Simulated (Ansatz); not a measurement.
BaF₂:
```yaml
crystal:
  lattice:
    - [0.00000, 3.02223, 3.02223]
    - [3.02223, 0.00000, 3.02223]
    - [3.02223, 3.02223, 0.00000]
  atoms:
    - { symbol: Ba, position: [0.00000, 0.00000, 0.00000] }
    - { symbol: F, position: [0.25000, 0.25000, 0.25000] }
    - { symbol: F, position: [0.75000, 0.75000, 0.75000] }
```

x, y and z are the axes in which the lattice vectors are written.

Give the high-frequency dielectric tensor and the Born effective charge tensors of the independent atoms from DFPT, plane-wave PAW LDA (Ansatz code).


ε∞:
```
2.47  0.00  0.00
0.00  2.47  0.00
0.00  0.00  2.47
```
Z* of atom 1 (Ba), rows: field, columns: displacement, in e:
```
2.64  0.00  0.00
0.00  2.64  0.00
0.00  0.00  2.64
```
Z* of atom 2 (F), rows: field, columns: displacement, in e:
```
-1.32   0.00   0.00
 0.00  -1.32   0.00
 0.00   0.00  -1.32
```

Space group Fm-3m (fluorite). Symmetry was held in the LDA relaxation. Scalar-relativistic: spin–orbit coupling is off unless named, which matters more the heavier the elements.

Potentials: the later of the program's two PAW sets.
